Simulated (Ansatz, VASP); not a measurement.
Given: the input of a run of VASP 6.6.1 on TiC.

Contents of INCAR:

```
SYSTEM = TiC
PREC     = Accurate       ! precision mode
ENCUT    = 520            ! plane-wave cutoff, eV
EDIFF    = 1E-6           ! SCF threshold, eV
ISMEAR   = -1             ! smearing method
SIGMA    = 0.05           ! smearing width, eV
LREAL    = .False.        ! projectors in reciprocal space
LASPH    = .True.         ! aspherical terms in the spheres
NELM     = 80             ! most SCF steps
ALGO     = Normal         ! electronic algorithm
ISIF     = 2              ! what is computed and relaxed
LWAVE    = .False.        ! write WAVECAR
LCHARG   = .False.        ! write CHGCAR
GGA      = PS             ! functional
NBANDS   = 15             ! bands
```

Contents of KPOINTS:

```
Automatic mesh
0
Gamma
  11 11 11
  0 0 0
```

The input POSCAR:

```
TiC
1.0
    0.0000000000      2.1800617706      2.1800617706
    2.1800617706      0.0000000000      2.1800617706
    2.1800617706      2.1800617706      0.0000000000
Ti C
1 1
Direct
    0.0000000000      0.0000000000      0.0000000000
    0.5000000000      0.5000000000      0.5000000000
```

Potentials or basis: VASP PAW PBE potentials, release 64 (Ti_sv, C).

The run is started by

```bash
$ cat potpaw_PBE.64/Ti_sv/POTCAR potpaw_PBE.64/C/POTCAR > POTCAR
$ mpirun -np 1 vasp_std > vasp.out
```

**Question.** Set up the same calculation for Ansatz 0.2.0. Potentials there: all-electron LAPW, scalar-relativistic.

**Answer.** As run (the cutoff follows the program's own potentials):

File input.yaml:

```yaml
crystal:
  lattice:
    - [0.0, 2.1800617706, 2.1800617706]
    - [2.1800617706, 0.0, 2.1800617706]
    - [2.1800617706, 2.1800617706, 0.0]
  atoms:
    - { symbol: Ti, position: [0.0, 0.0, 0.0] }
    - { symbol: C, position: [0.5, 0.5, 0.5] }
kpoints:
  mp_grid: { grid: [11, 11, 11] }
scf:
  occupations: { method: fermi_dirac, width: 0.05 }
hamiltonian:
  xc: pbesol
  pseudopotentials: { kind: all_electron, lapw: { basis_error: 0.0005 } }
output:
  forces: true
  stress: true
  eigenvalues: true
```

Potentials or basis: all-electron LAPW, scalar-relativistic.

The run is started by

```console
$ ansatz run input.yaml --threads 1 --pin off --max-ram 3072MiB --backend cpu --events-out ev --progress --plain --runs-dir out
```

Both were run:

|  | VASP | Ansatz | Ansatz less VASP |
| --- | --- | --- | --- |
| gap on the k mesh at the Fermi level (eV) | none | none | - |
| pressure (GPa) | -11.1 | -11.3 | -0.23 |

A gap of «none» marks a metal or a gap that the smearing closes. Ansatz ran all-electron here, so the differences hold the error of VASP's frozen core and of both bases.

Caveats: the PAW data sets were made with another functional, which shifts forces and pressure a little (VASP).
